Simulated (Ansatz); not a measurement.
LiCl: energy along a strain

LiCl, Fm-3m, a = 5.130 Å (as given, not relaxed at this level: 0.4 GPa). Ansatz: PBE, PAW, 420 eV, Γ-centred 8×8×8 mesh on 2 atoms, Gaussian smearing 0.05 eV; no spin polarisation. Cell vectors (Å): 0.000 2.565 2.565; 2.565 0.000 2.565; 2.565 2.565 0.000. The cell is strained by x per cent times the pattern (0 0 0 0 1 0) in the order xx yy zz yz xz xy (engineering shears), with fractional coordinates held. y is the free energy over the start, V0 = 16.871 Å³/atom. Symmetry makes y even in x.

| x (%) | y (meV/atom) |
| --- | --- |
| -4.00 | 2.16 |
| -2.00 | ? |
| 0.00 | 0.00 |
| 0.50 | 0.03 |
| 1.00 | 0.13 |
| 1.50 | 0.30 |
| 2.50 | 0.84 |
| 3.00 | 1.22 |
| 3.50 | 1.66 |

Q: Fit y = c2 x² + c4 x⁴ to the other rows, get the stiffness along the pattern, and predict the missing energy.

A: Least squares on the rows shown. y = 0.1350 x² + 1.344×10⁻⁵ x⁴. The clamped-ion stiffness p·C·p = 2 × 1.350 eV × 160.2 / 16.871 Å³ = 26 GPa, which is C55 in these axes (C44 of the cubic crystal) (second derivative at the start, which stands under stress). At x = -2.00 the fit asked for gives 0.54 meV/atom. The run gave 0.54 meV/atom, the same to the digits shown.